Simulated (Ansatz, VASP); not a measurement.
# One calculation of HfO2, two programs

```
Hf O
1.0
     4.71527    0.00000    0.00000
     0.00000    4.71527    0.00000
     0.00000    0.00000    3.13998
Hf O
2 4
Direct
  0.50000 0.50000 0.50000
  0.00000 0.00000 0.00000
  0.80504 0.19496 0.50000
  0.69496 0.69496 0.00000
  0.30504 0.30504 0.00000
  0.19496 0.80504 0.50000
```

Change from the starting cell: volume scaled by 0.94.

Alike in both runs: task single point; functional PBE; k mesh 6 × 6 × 8; occupations fermi-dirac, width 0.05 eV; no spin polarisation.

|  | VASP | Ansatz |
| --- | --- | --- |
| version | VASP 6.6.1 | Ansatz 0.2.0 |
| potentials or method | VASP PAW PBE potentials, release 64 (Hf_pv, O), cutoff 520 eV | all-electron LAPW, scalar-relativistic |

```csv
,VASP,Ansatz,Ansatz less VASP
gap on the k mesh at the Fermi level (eV),4.22,4.28,+0.053
least direct gap on the mesh (eV),4.22,4.28,+0.053
pressure (GPa),22.8,26.1,+3.30
largest component of the traceless stress (GPa),3.40,3.93,+0.525
rms of the force components (eV/Å),0.117,0.144,+0.0266
```

Atom by atom the forces differ by 0.027 eV/Å (rms over components). Ansatz ran all-electron here, so the differences hold the error of VASP's frozen core and of both bases.

Caveats: spin-orbit coupling is left out, which moves the levels of the heavy elements; so large a pressure means that the cell lies far from this level's equilibrium, or that cutoff or potentials fall short (VASP). A k mesh can miss the band edges.
